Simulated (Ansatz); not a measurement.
BP: single point with PBEsol

BP:

```
CELL_PARAMETERS angstrom
0.00000 2.26900 2.26900
2.26900 0.00000 2.26900
2.26900 2.26900 0.00000
ATOMIC_POSITIONS crystal
P 0.75000 0.75000 0.75000
B 0.00000 0.00000 0.00000
```

```
Program             : Ansatz 0.2.0
Task                : single point
Functional          : PBEsol
Potentials or basis : all-electron LAPW, scalar-relativistic
Cutoff              : 281 eV (chosen from the basis error)
Basis error allowed : 0.001 eV/atom
k mesh              : 10 × 10 × 10
Occupations         : gaussian, width 0.1 eV
Spin                : no spin polarisation
```

```
Pressure               : -2.0 GPa
Band gap on the k mesh : 1.14 eV, indirect (least direct gap 3.37 eV)
```

Levels at points of the mesh, in eV from the valence-band top:
| k point | band 7 | band 8 | band 9 | band 10 | band 11 | band 12 |
| --- | --- | --- | --- | --- | --- | --- |
| (0.00, 0.00, 0.00) | 0.00 | 0.00 | 0.00 | 3.37 | 3.37 | 3.37 |
| (0.00, 0.00, -0.50) | -9.08 | -1.76 | -1.76 | 3.73 | 4.65 | 4.65 |
| (0.00, -0.50, -0.50) | -8.59 | -4.14 | -4.14 | 1.23 | 1.52 | 12.04 |

Wall time 5.4 s on 1 thread of Arm Neoverse V2 (shared host), peak memory 0.22 GiB.

A k mesh can miss the band edges. Expect the measured gap to be larger: semilocal functionals such as PBEsol lack the derivative discontinuity.
